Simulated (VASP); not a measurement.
# Ru (P6_3/mmc) in VASP: notebook

One crystal, Ru, is run at these levels: RPBE, PBE, PBE+D3(BJ); tasks: relaxation of cell and atoms.

All numbers are computed with VASP 6.6.1; they aren't measurements. Logs are shortened: lines on timing, memory, paths and dates and some standing lists are left out, and cuts for length are marked.

## Step 1: Starting point

The structure is hexagonal, space group P6_3/mmc (No. 194). The conventional cell has a = 2.706 Å, b = 2.706 Å, c = 4.282 Å, α = 90.00°, β = 90.00°, γ = 120.00°. Ru (site symmetry -6m2) has 12 Ru at 2.65 to 2.71 Å as nearest neighbours.

## Step 2: Relaxation of cell and atoms, RPBE

INCAR reads:

```
SYSTEM = Ru
ALGO = Normal
EDIFF = 1E-6
EDIFFG = -0.01
ENCUT = 600
GGA = RP
IBRION = 2
ISIF = 3
ISMEAR = 1
LASPH = .TRUE.
LCHARG = .FALSE.
LREAL = .FALSE.
LWAVE = .FALSE.
NELM = 80
NSW = 90
PREC = Accurate
SIGMA = 0.1
```

KPOINTS reads:

```
k-points
0
G
  15 15 9
  0 0 0
```

POSCAR reads:

```
Ru
1.0
    2.7058000000      0.0000000000      0.0000000000
   -1.3529000000      2.3432915400      0.0000000000
    0.0000000000      0.0000000000      4.2819000000
Ru
2
Direct
    0.3333333300      0.6666666700      0.2500000000
    0.6666666700      0.3333333300      0.7500000000
```

Potentials or basis: VASP PAW PBE potentials, release 64 (Ru_pv).

Run with:

```sh
$ cat potpaw_PBE.64/Ru_pv/POTCAR > POTCAR
$ mpirun -np 1 vasp_std > vasp.out
```

OUTCAR:

```text
SYSTEM = Ru
   EDIFF = 1E-6
   EDIFFG = -0.01
   ENCUT = 600
   GGA = RP
   IBRION = 2
   ISIF = 3
   ISMEAR = 1
   LASPH = .TRUE.
   LREAL = .FALSE.
   NELM = 80
   NSW = 90
   PREC = Accurate

 ion  position               nearest neighbor table
   1  0.333  0.667  0.250-   2 2.65   2 2.65   2 2.65   2 2.65   2 2.65   2 2.65
   2  0.667  0.333  0.750-   1 2.65   1 2.65   1 2.65   1 2.65   1 2.65   1 2.65

  LATTYP: Found a hexagonal cell.
 ALAT       =     2.7058000000
 C/A-ratio  =     1.5824894671

  Lattice vectors:

 A1 = (   2.7058000000,   0.0000000000,   0.0000000000)
 A2 = (  -1.3529000000,   2.3432915400,   0.0000000000)
 A3 = (   0.0000000000,   0.0000000000,   4.2819000000)

Analysis of symmetry for initial positions (statically):
=====================================================================
 Subroutine PRICEL returns:
 Original cell was already a primitive cell.

 Routine SETGRP: Setting up the symmetry group for a
 hexagonal supercell.

 Subroutine GETGRP returns: Found 24 space group operations
 (whereof 12 operations were pure point group operations)
 out of a pool of 24 trial point group operations.

The static configuration has the point symmetry D_3d.
 The point group associated with its full space group is D_6h.

Analysis of symmetry for dynamics (positions and initial velocities):
=====================================================================
 Subroutine PRICEL returns:
 Original cell was already a primitive cell.

 Routine SETGRP: Setting up the symmetry group for a
 hexagonal supercell.

 Subroutine GETGRP returns: Found 24 space group operations
 (whereof 12 operations were pure point group operations)
 out of a pool of 24 trial point group operations.

The dynamic configuration has the point symmetry D_3d.
 The point group associated with its full space group is D_6h.

 Subroutine INISYM returns: Found 24 space group operations
 (whereof 12 operations are pure point group operations),
 and found     1 'primitive' translations

----------------------------------------------------------------------------------------

                                     Primitive cell

  volume of cell :      27.1493

  direct lattice vectors                    reciprocal lattice vectors
     2.705800000  0.000000000  0.000000000     0.369576465  0.213375072  0.000000000
    -1.352900000  2.343291540  0.000000000     0.000000000  0.426750143  0.000000000
     0.000000000  0.000000000  4.281900000     0.000000000  0.000000000  0.233541185

  length of vectors
     2.705800000  2.705800002  4.281900000     0.426750143  0.426750143  0.233541185

  position of ions in fractional coordinates (direct lattice)
     0.333333330  0.666666670  0.250000000
     0.666666670  0.333333330  0.750000000

  ion indices of the primitive-cell ions
   primitive index   ion index
                 1           1
                 2           2

----------------------------------------------------------------------------------------

 KPOINTS: k-points

Automatic generation of k-mesh.
 Grid dimensions read from file:
 generate k-points for:   15   15    9

 Generating k-lattice:

  Cartesian coordinates                     Fractional coordinates (reciprocal lattice)
     0.024638431  0.014225005  0.000000000     0.066666667  0.000000000  0.000000000
     0.000000000  0.028450010  0.000000000     0.000000000  0.066666667  0.000000000
     0.000000000  0.000000000  0.025949021     0.000000000  0.000000000  0.111111111

  Length of vectors
     0.028450010  0.028450010  0.025949021

  Shift w.r.t. Gamma in fractional coordinates (k-lattice)
     0.000000000  0.000000000  0.000000000

 Subroutine IBZKPT returns following result:
 ===========================================

 Found    135 irreducible k-points:

 Following reciprocal coordinates:
            Coordinates               Weight
  0.000000  0.000000  0.000000      1.000000
  0.066667  0.000000  0.000000      6.000000
  0.133333 -0.000000  0.000000      6.000000
  0.200000  0.000000  0.000000      6.000000
  0.266667 -0.000000  0.000000      6.000000
  0.333333 -0.000000  0.000000      6.000000
[... 16 lines left out ...]
  0.333333  0.200000  0.000000     12.000000
  0.400000  0.200000  0.000000      6.000000
 [... further k-points ...]
   k-points           NKPTS =    135   k-points in BZ     NKDIM =    135   number of bands    NBANDS=     18
   number of dos      NEDOS =    301   number of ions     NIONS =      2
   total plane-waves  NPLWV =  20736
   dimension x,y,z NGX =    24 NGY =   24 NGZ =   36
   dimension x,y,z NGXF=    48 NGYF=   48 NGZF=   72
   ions per type =               2
   NGX,Y,Z   is equivalent  to a cutoff of  14.75, 14.75, 13.98 a.u.
   NGXF,Y,Z  is equivalent  to a cutoff of  29.49, 29.49, 27.95 a.u.
 SYSTEM =  Ru
   PREC   = accura    normal or accurate (medium, high low for compatibility)
   ISTART =      0    job   : 0-new  1-cont  2-samecut
   ICHARG =      2    charge: 1-file 2-atom 10-const
   ISPIN  =      1    spin polarized calculation?
   LNONCOLLINEAR =      F non collinear calculations
   LSORBIT =      F    spin-orbit coupling
   LASPH  =      T    aspherical Exc in radial PAW
   ENCUT  =  600.0 eV  44.10 Ry    6.64 a.u.   5.40  5.40  8.55*2*pi/ulx,y,z
   NELM   =     80;   NELMIN=  2; NELMDL= -5     # of ELM steps
   EDIFF  = 0.1E-05   stopping-criterion for ELM
   LREAL  =      F    real-space projection
   EDIFFG = -.1E-01   stopping-criterion for IOM
   NSW    =     90    number of steps for IOM
   IBRION =      2    ionic relax: 0-MD 1-quasi-New 2-CG
   NFREE  =      1    steps in history (QN), initial steepest desc. (CG)
   ISIF   =      3    stress and relaxation
   ISYM   =      2    0-nonsym 1-usesym 2-fastsym
   POTIM  = 0.5000    time-step for ionic-motion
   TEBEG  =    0.0;   TEEND  =   0.0 temperature during run
   PSTRESS=    0.0 pullay stress
   NELECT =      28.0000    total number of electrons
   NUPDOWN=      -1.0000    fix difference up-down
   EMIN   =  10.00;   EMAX   =-10.00  energy-range for DOS
   EFERMI =   0.00;   METHOD = LEGACY
   ISMEAR =     1;   SIGMA  =   0.10  broadening in eV -4-tet -1-fermi 0-gaus
   EFERMI_NEDOS =   21; number of points for ismear=-14 and -15
   IALGO  =     38    algorithm
   IMIX   =      4    mixing-type and parameters
     AMIX     =   0.40;   BMIX     =  1.00
     AMIX_MAG =   1.60;   BMIX_MAG =  1.00
  volume/ion in A,a.u.               =      13.57        91.61
  Fermi-wavevector in a.u.,A,eV,Ry     =   1.654022  3.125649 37.222674  2.735789
  Thomas-Fermi vector in A             =   2.742361
   LORBIT       =      0    0 simple, 1 ext, 2 COOP (PROOUT), +10 PAW based schemes
   GGA     = RP    functional components
   LHFCALC =     F    Hartree Fock is set to
   AEXX    =    0.0000 exact exchange contribution
   IVDW    =     0    specifies the selected vdW correction
   LEPSILON=     F    determine dielectric tensor
   LRPA    =     F    only Hartree local field effects (RPA)
 conjugate gradient relaxation of ions
 non-spin polarized calculation
 Methfessel and Paxton  Order N= 1 SIGMA  =   0.10
  energy-cutoff  :      600.00
  volume of cell :       27.15
 maximum number of plane-waves:       935
 NGX is ok and might be reduce to    24
   NGX = 11   NGY = 11   NGZ = 17

--------------------------------------- Ionic step        1  -------------------------------------------

 number of electron      28.0000002 magnetization

 Free energy of the ion-electron system (eV)
  ---------------------------------------------------
  ext. energy  EPLUGINS =         0.00000000
  ---------------------------------------------------
  free energy    TOTEN  =       -17.15868916 eV

  energy without entropy =      -17.15723318  energy(sigma->0) =      -17.15820383

------------------------ aborting loop because EDIFF is reached ----------------------------------------

  FORCE on cell =-STRESS in cart. coord.  units (eV):
  Direction    XX          YY          ZZ          XY          YZ          ZX
  --------------------------------------------------------------------------------------
  -------------------------------------------------------------------------------------
  Total        1.4668978      1.4668978      1.5244338      0.0000000      0.0000000      0.0000000
  in kB       86.5669047     86.5669049     89.9623122      0.0000000      0.0000000      0.0000000
  external PRESSURE =      87.6987073 kB  Pullay stress =       0.0000000 kB
[... 237 lines left out ...]
  energy  without entropy=      -17.1773978415  energy(sigma->0) =      -17.17834989

--------------------------------------- Ionic step        8  -------------------------------------------

 number of electron      28.0000005 magnetization

 Free energy of the ion-electron system (eV)
  ---------------------------------------------------
  ext. energy  EPLUGINS =         0.00000000
  ---------------------------------------------------
  free energy    TOTEN  =       -17.17882610 eV

  energy without entropy =      -17.17740520  energy(sigma->0) =      -17.17835247

 E-fermi :  12.4055     XC(G=0): -13.8771

 val. band max:       12.4035389687   @ k =   0.2667   0.2000   0.2222
 cond. band min:      12.4322172346   @ k =   0.4667   0.0667   0.3333
 fundamental gap:      0.0286782659
 Fermi energy:        12.4054646262

 k-point     1 :       0.0000    0.0000    0.0000
  band No.  band energies     occupation
      1     -31.1259      2.00000
      2     -30.2800      2.00000
      3     -30.2800      2.00000
      4     -30.1235      2.00000
      5     -30.1235      2.00000
      6     -30.0810      2.00000
[... 10 lines left out ...]
     17      13.5552     -0.00000
     18      13.7121     -0.00000
[... 466 lines left out ...]
      2     -30.7184      2.00000
      3     -30.6156      2.00000
      4     -30.6094      2.00000
      5     -30.4051      2.00000
      6     -30.3857      2.00000
[... 10 lines left out ...]
     17      17.6088      0.00000
     18      19.0327      0.00000

 [... further k-points ...]
[... 5 lines left out ...]
  --------------------------------------------------------------------------------------
  -------------------------------------------------------------------------------------
  Total        0.0159598      0.0159598      0.0159079      0.0000000     -0.0000000      0.0000000
  in kB        0.9165188      0.9165188      0.9135385      0.0000000     -0.0000000      0.0000000
  external PRESSURE =       0.9155254 kB  Pullay stress =       0.0000000 kB
[... 17 lines left out ...]
  FREE ENERGIE OF THE ION-ELECTRON SYSTEM (eV)
  ---------------------------------------------------
  free  energy   TOTEN  =       -17.1788261035 eV

  energy  without entropy=      -17.1774051980  energy(sigma->0) =      -17.17835247

 reached required accuracy - stopping structural energy minimisation
```

It took 2 min on 1 thread of Intel Xeon 6975P-C (Granite Rapids), shared host; peak memory 0.2 GiB.

What came out:

- Free energy: -17.1788 eV
- Relaxed volume: 13.95 Å³/atom
- Relaxed cell: a = 2.731 Å, b = 2.731 Å, c = 4.320 Å, α = 90.00°, β = 90.00°, γ = 120.00°
- Space group after relaxing (to 0.05 Å): P6_3/mmc (No. 194)
- Energy gained by relaxing: 10.1 meV/atom
- Ionic steps: 8
- Pressure after relaxing: 0.1 GPa
- Band gap on the k mesh: none (metal or under the smearing width)

Step by step:
| step | energy change (eV) | largest force (eV/Å) | pressure (GPa) | volume (Å³) |
| --- | --- | --- | --- | --- |
| 1 | 0.0000 | 0.0000 | 8.77 | 27.15 |
| 2 | 0.1265 | 0.0000 | -19.12 | 30.17 |
| 3 | -0.0201 | 0.0000 | -0.18 | 27.93 |
| 4 | -0.0201 | 0.0000 | -0.06 | 27.91 |
| 5 | -0.0201 | 0.0000 | 0.10 | 27.90 |
| 6 | -0.0201 | 0.0000 | 0.09 | 27.90 |
| 7 | -0.0201 | 0.0000 | 0.08 | 27.90 |
| 8 | -0.0201 | 0.0000 | 0.09 | 27.90 |

Final structure:
```yaml
crystal:
  lattice:
    - [2.73093, 0.00000, 0.00000]
    - [-1.36547, 2.36506, 0.00000]
    - [0.00000, 0.00000, 4.31961]
  atoms:
    - { symbol: Ru, position: [0.33333, 0.66667, 0.25000] }
    - { symbol: Ru, position: [0.66667, 0.33333, 0.75000] }
```

Caveat: the PAW data sets were made with another functional, which shifts forces and pressure a little.

(Continued in part 2 of 2.)
